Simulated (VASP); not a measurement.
# VASP 6.6.1 run: ZnSe

INCAR

```
EDIFF = 1E-7
GGA = CA
ISIF = 2
IBRION = -1
LCHARG = .FALSE.
NELMIN = 4
LASPH = .TRUE.
NBANDS = 16
SIGMA = 0.05
PREC = Accurate
NSW = 0
ENCUT = 520
NELM = 92
LWAVE = .FALSE.
LREAL = .FALSE.
ISMEAR = -1
```

KPOINTS

```
KPOINTS created by Atomic Simulation Environment
0
Gamma
8 8 8
0 0 0
```

POSCAR

```
Zn Se
 1.0000000000000000
     0.0000000000000000    2.8324206797113822    2.8324206797113822
     2.8324206797113822    0.0000000000000000    2.8324206797113822
     2.8324206797113822    2.8324206797113822    0.0000000000000000
 Zn  Se
   1   1
Cartesian
  0.0000000000000000 -0.0000000000000000  0.0000000000000000
  1.4162103398556911  1.4162103398556911  1.4162103398556911
```

The recommended LDA PAW datasets give the neutral cell 18 valence electrons.

Command

```
mpirun -np 1 vasp_std
```

OSZICAR

```
N       E                     dE             d eps       ncg     rms          rms(c)
DAV:   1     0.843530041788E+02    0.84353E+02   -0.87622E+03   928   0.127E+03
DAV:   2    -0.220522540663E+01   -0.86558E+02   -0.81600E+02  1032   0.249E+02
DAV:   3    -0.761359992205E+01   -0.54084E+01   -0.53867E+01  1152   0.610E+01
DAV:   4    -0.765839867136E+01   -0.44799E-01   -0.44795E-01  1112   0.579E+00
DAV:   5    -0.765862616625E+01   -0.22749E-03   -0.22749E-03  1184   0.379E-01    0.479E+00
DAV:   6    -0.738151262280E+01    0.27711E+00   -0.55086E-01  1368   0.245E+01    0.365E+00
DAV:   7    -0.735658108157E+01    0.24932E-01   -0.14297E-01  1112   0.362E+00    0.153E+00
DAV:   8    -0.735221034001E+01    0.43707E-02   -0.31431E-03  1400   0.710E-01    0.399E-01
DAV:   9    -0.735167870735E+01    0.53163E-03   -0.87523E-04  1048   0.240E-01    0.583E-02
DAV:  10    -0.735169558036E+01   -0.16873E-04   -0.96918E-05  1200   0.103E-01    0.160E-02
DAV:  11    -0.735169017553E+01    0.54048E-05   -0.12245E-05  1392   0.572E-02    0.377E-03
DAV:  12    -0.735169025825E+01   -0.82712E-07   -0.20143E-06  1080   0.971E-03    0.117E-03
DAV:  13    -0.735169027818E+01   -0.19932E-07   -0.59730E-08   808   0.251E-03
   1 F= -.73516903E+01 E0= -.73516902E+01  d E =-.202629E-06
```

From OUTCAR

```
k-points           NKPTS =     29   k-points in BZ     NKDIM =     29   number of bands    NBANDS=     16

   NELECT =      18.0000    total number of electrons

   dimension x,y,z NGX =    30 NGY =   30 NGZ =   30
   dimension x,y,z NGXF=    60 NGYF=   60 NGZF=   60

  energy-cutoff  :      520.00
  volume of cell :       45.45
      direct lattice vectors                 reciprocal lattice vectors
     0.000000000  2.832420680  2.832420680    -0.176527450  0.176527450  0.176527450
     2.832420680  0.000000000  2.832420680     0.176527450 -0.176527450  0.176527450
     2.832420680  2.832420680  0.000000000     0.176527450  0.176527450 -0.176527450

 k-points in reciprocal lattice and weights: KPOINTS created by Atomic Simulation Env
   0.00000000  0.00000000  0.00000000       0.002
   0.12500000  0.00000000  0.00000000       0.016
   0.25000000  0.00000000  0.00000000       0.016
   0.37500000  0.00000000  0.00000000       0.016
   0.50000000  0.00000000  0.00000000       0.008
   0.12500000  0.12500000  0.00000000       0.012
   0.25000000  0.12500000  0.00000000       0.047
   0.37500000  0.12500000  0.00000000       0.047
   ...

 E-fermi :   2.0918

 k-point     1 :       0.0000    0.0000    0.0000
  band No.  band energies     occupation
      1     -11.7788      2.00000
      2      -5.1616      2.00000
      3      -5.1616      2.00000
      4      -5.1616      2.00000
      5      -4.8011      2.00000
      6      -4.8011      2.00000
      7       1.5203      1.99998
      8       1.5203      1.99998
      9       1.5203      1.99998
     10       2.5948      0.00009
     11       7.2216      0.00000
     12       7.2216      0.00000
     13       7.2216      0.00000
     14      11.1697      0.00000
     15      12.9981      0.00000
     16      12.9981      0.00000

 k-point     2 :       0.1250    0.0000    0.0000
  band No.  band energies     occupation
      1     -11.6772      2.00000
      2      -5.1545      2.00000
      3      -5.1460      2.00000
      4      -5.1460      2.00000
      5      -4.8025      2.00000
      6      -4.8025      2.00000
      7       0.1422      2.00000
      8       1.3659      2.00000
      9       1.3659      2.00000
     10       3.6327      0.00000
     11       7.1409      0.00000
     12       7.4769      0.00000
     13       7.4769      0.00000
     14      12.0568      0.00000
     15      12.1548      0.00000
     16      12.1548      0.00000

 k-point     3 :       0.2500    0.0000    0.0000
  band No.  band energies     occupation
      1     -11.4134      2.00000
      2      -5.1117      2.00000
      3      -5.1117      2.00000
      4      -5.0984      2.00000
      5      -4.8011      2.00000
      6      -4.8011      2.00000
      7      -1.5988      2.00000
      8       1.0373      2.00000
      9       1.0373      2.00000
     10       4.1024      0.00000
     11       7.8566      0.00000
     12       7.8566      0.00000
     13       7.9339      0.00000
     14      11.9034      0.00000
     15      11.9034      0.00000
     16      11.9925      0.00000

 ...

  Total       -0.8537819     -0.8537819     -0.8537819      0.0000000      0.0000000      0.0000000
  in kB      -30.0991524    -30.0991524    -30.0991524      0.0000000      0.0000000      0.0000000
  external PRESSURE =     -30.0991524 kB  Pullay stress =       0.0000000 kB

 POSITION                                       TOTAL-FORCE (eV/Angst)
 -----------------------------------------------------------------------------------
      0.00000      0.00000      0.00000        -0.000000      0.000000      0.000000
      1.41621      1.41621      1.41621         0.000000     -0.000000     -0.000000
 -----------------------------------------------------------------------------------
    total drift:                               -0.000001     -0.000001     -0.000001

  FREE ENERGIE OF THE ION-ELECTRON SYSTEM (eV)
  ---------------------------------------------------
  free  energy   TOTEN  =        -7.3516902782 eV

  energy  without entropy=       -7.3516900756  energy(sigma->0) =       -7.35169018
```

It converged. Results: gap between bands v and c on the k mesh 1.07 eV; least direct gap on the k mesh 1.07 eV; pressure -3.0 GPa. Band v is the last that the valence electrons fill when counted band by band, and c is the next.

For comparison, a separate LDA run of the intended cell, on usual settings and not on those above, gives a gap of 1.07 eV on its mesh and a pressure of -3.0 GPa.

The run above took about 23 s on one core of a shared host (Intel Xeon Platinum 8488C) and held 0.16 GiB at most.
